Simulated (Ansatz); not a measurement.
A relaxed cell of GaAs is given with its symmetry left out. The cell was found from a structure generator's guess, not taken from experiment.

The calculation used Ansatz, DFT PBE, scalar-relativistic, plane waves, PAW. Cutoff 420 eV, Γ-centred mesh, Gaussian smearing, no spin polarisation.

```xyz
4
Lattice="3.7656 0.0000 0.0000 -1.8828 3.2611 0.0000 0.0000 0.0000 6.4528" Properties=species:S:1:pos:R:3 pbc="T T T"
Ga    0.0000    0.0000    0.0000
Ga    0.0000    0.0000    3.2264
As    0.0000    2.1741    1.6132
As    1.8828    1.0870    4.8396
```

Energies over the elements count from the elements' standard structures at the same level, with no fitted energy shifts.

Problem. Find its symmetry and describe it.

Solution. P6_3/mmc (No. 194), the nickel arsenide type. Conventional cell: a = 3.766 Å, c = 6.453 Å. Ga is surrounded by 6 As at 2.71 Å; around As lie 6 Ga at 2.71 Å.

Problem. How far does it lie from the elements in energy?

Solution. 0.00 eV/atom. The formation energy is too near zero to say whether this cell lies below the elements.

Problem. Is it a metal?

Solution. Yes, bands cross the Fermi level on the 12×12×8 mesh.

Problem. From what recipe could a structure generator have reached it?

Solution. One such recipe: ordered vacancies on the anion sites of aluminium diboride (P6_3/mmc, No. 194). Other recipes can lead to the same cell.

The last run used a 12×12×8 mesh (in the run's order of axes) for its 4-atom cell and Gaussian smearing of 0.10 eV. The k mesh leaves some 4 meV/atom of noise in the energy of each metallic cell. The reference form of As is held partly by dispersion forces, which this level lacks. Symmetry constrained the relaxation, so the result can be a saddle point.
